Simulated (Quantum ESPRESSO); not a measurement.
# Ge (Fd-3m) in Quantum ESPRESSO: a series of runs, part 2 of 2

Quantum ESPRESSO 7.5. Earlier steps stand in the parts before.

**5. Single point, PBE+D3(BJ), 22.19 Å³/atom**

File pw.in:

```
&CONTROL
  calculation = 'scf'
  prefix = 'pwscf'
  outdir = './tmp'
  pseudo_dir = './pseudo'
  tprnfor = .true.
  tstress = .true.
  disk_io = 'nowf'
/
&SYSTEM
  ibrav = 0
  nat = 2
  ntyp = 1
  ecutwfc = 78
  nbnd = 21
  occupations = 'smearing'
  smearing = 'fd'
  degauss = 0.00367493
  vdw_corr = 'grimme-d3'
  dftd3_version = 4
/
&ELECTRONS
  conv_thr = 4d-10
  electron_maxstep = 120
  mixing_beta = 0.5
/
ATOMIC_SPECIES
Ge    72.6300 Ge.upf
CELL_PARAMETERS angstrom
   0.0000000000    2.8099234548    2.8099234548
   2.8099234548    0.0000000000    2.8099234548
   2.8099234548    2.8099234548    0.0000000000
ATOMIC_POSITIONS crystal
Ge     0.7500000000    0.7500000000    0.7500000000
Ge     0.5000000000    0.5000000000    0.5000000000
K_POINTS automatic
8 8 8 0 0 0
```

Run with:

```bash
> OMP_NUM_THREADS=1 pw.x -in pw.in > pw.out
```

Run time: 44 s. Hardware: 1 thread of Arm Neoverse V1, shared host; peak memory 0.1 GiB.

It converged, with:

```
Free energy            : -4861.6342 eV
Pressure               : 3.2 GPa
Band gap on the k mesh : 0.22 eV, direct
```

**6. Single point, PBE+D3(BJ), 22.64 Å³/atom**

pw.in, as its differences from that of step 5:

```diff
@@ -29,5 +29,5 @@
 CELL_PARAMETERS angstrom
-   0.0000000000    2.8099234548    2.8099234548
-   2.8099234548    0.0000000000    2.8099234548
-   2.8099234548    2.8099234548    0.0000000000
+   0.0000000000    2.8289100000    2.8289100000
+   2.8289100000    0.0000000000    2.8289100000
+   2.8289100000    2.8289100000    0.0000000000
 ATOMIC_POSITIONS crystal
```

Potentials or basis: PseudoDojo 0.4.1 SR PBE standard.

Run with:

```bash
> OMP_NUM_THREADS=1 pw.x -in pw.in > pw.out
```

It took 44 s on 1 thread of Arm Neoverse V1, shared host; peak memory 0.1 GiB.

It converged, with:

```
Free energy            : -4861.6482 eV
Pressure               : 1.7 GPa
Band gap on the k mesh : none (metal or under the smearing width)
```

Caveat: pairwise dispersion overbinds metals, which lowers pressure and volume.

**7. Single point, PBE+D3(BJ), 23.09 Å³/atom**

pw.in, as its differences from that of step 6:

```diff
@@ -29,5 +29,5 @@
 CELL_PARAMETERS angstrom
-   0.0000000000    2.8289100000    2.8289100000
-   2.8289100000    0.0000000000    2.8289100000
-   2.8289100000    2.8289100000    0.0000000000
+   0.0000000000    2.8476450493    2.8476450493
+   2.8476450493    0.0000000000    2.8476450493
+   2.8476450493    2.8476450493    0.0000000000
 ATOMIC_POSITIONS crystal
```

Run with:

```bash
> OMP_NUM_THREADS=1 pw.x -in pw.in > pw.out
```

Wall time 45 s (1 thread of Arm Neoverse V1, shared host); peak memory 0.1 GiB.

The run converged. Its results:

| Item | Value |
| --- | --- |
| Free energy | -4861.6544 eV |
| Pressure | 0.4 GPa |
| Band gap on the k mesh | none (metal or under the smearing width) |

Caveat: pairwise dispersion overbinds metals, which lowers pressure and volume.

**8. Single point, PBE+D3(BJ), 23.54 Å³/atom**

pw.in, as its differences from that of step 7:

```diff
@@ -29,5 +29,5 @@
 CELL_PARAMETERS angstrom
-   0.0000000000    2.8476450493    2.8476450493
-   2.8476450493    0.0000000000    2.8476450493
-   2.8476450493    2.8476450493    0.0000000000
+   0.0000000000    2.8661367691    2.8661367691
+   2.8661367691    0.0000000000    2.8661367691
+   2.8661367691    2.8661367691    0.0000000000
 ATOMIC_POSITIONS crystal
```

Run with:

```bash
> OMP_NUM_THREADS=1 pw.x -in pw.in > pw.out
```

It took 44 s on 1 thread of Arm Neoverse V1, shared host; peak memory 0.1 GiB.

Results (log left out):

| Property | Result |
| --- | --- |
| Free energy | -4861.6534 eV |
| Pressure | -0.8 GPa |
| Band gap on the k mesh | none (metal or under the smearing width) |

Caveat: pairwise dispersion overbinds metals, which lowers pressure and volume.

**9. Single point, PBE+D3(BJ), 24.00 Å³/atom**

pw.in, as its differences from that of step 8:

```diff
@@ -29,5 +29,5 @@
 CELL_PARAMETERS angstrom
-   0.0000000000    2.8661367691    2.8661367691
-   2.8661367691    0.0000000000    2.8661367691
-   2.8661367691    2.8661367691    0.0000000000
+   0.0000000000    2.8843929095    2.8843929095
+   2.8843929095    0.0000000000    2.8843929095
+   2.8843929095    2.8843929095    0.0000000000
 ATOMIC_POSITIONS crystal
```

Potentials or basis: PseudoDojo 0.4.1 SR PBE standard.

Run with:

```bash
> OMP_NUM_THREADS=1 pw.x -in pw.in > pw.out
```

It took 44 s on 1 thread of Arm Neoverse V1, shared host; peak memory 0.1 GiB.

The run converged. Its results:

| Item | Value |
| --- | --- |
| Free energy | -4861.6460 eV |
| Pressure | -1.9 GPa |
| Band gap on the k mesh | none (metal or under the smearing width) |

Caveat: pairwise dispersion overbinds metals, which lowers pressure and volume.

**10. Equation of state, PBE+D3(BJ)**

No new run: the results of the series are fitted here.

What came out:

```yaml
Equilibrium_volume: 23.25 Å³/atom
Bulk_modulus: 62 GPa
Pressure_derivative_of_the_bulk_modulus: "5.2 (rough: it moves with the points fitted)"
```

Energy against volume, from the lowest point:
| volume (Å³/atom) | energy (meV/atom) |
| --- | --- |
| 21.281 | 38.39 |
| 21.733 | 21.67 |
| 22.186 | 10.10 |
| 22.639 | 3.08 |
| 23.092 | 0.00 |
| 23.545 | 0.48 |
| 23.997 | 4.16 |

**11. Comparison with measurements**

Step 2. A measured gap of Ge is 0.666 eV (indirect; 293 K; “Electronic and optical properties of SixGe1-x-ySny alloys lattice-matched to Ge”, 2021, arxiv:2109.02782); the calculated 0.00 eV misses it by -0.67 eV. 3 values of this kind are on record (0.666 to 0.807 eV); this one was drawn at random among those near their median. Spin-orbit coupling on Ge is left out. The value is that of PBE on a finite k mesh, which can miss the band edges, without temperature or zero-point motion. Semilocal functionals fall short of measured gaps as a rule.

Step 10. Measured bulk modulus of Ge: 75.8 GPa (quoted in “Sub-monolayer structures of Ag overlayers on Ge(111): experimental observations and first-principles study”, 2019, arxiv:1908.00180). This calculation gives 62 GPa (-18.5 %). The fit is for a static lattice scaled at fixed shape and fixed fractional positions. The cell as given is a measured one (22.64 Å³/atom); PBE+D3(BJ) puts the equilibrium volume +2.7 % from it, thermal expansion not counted.
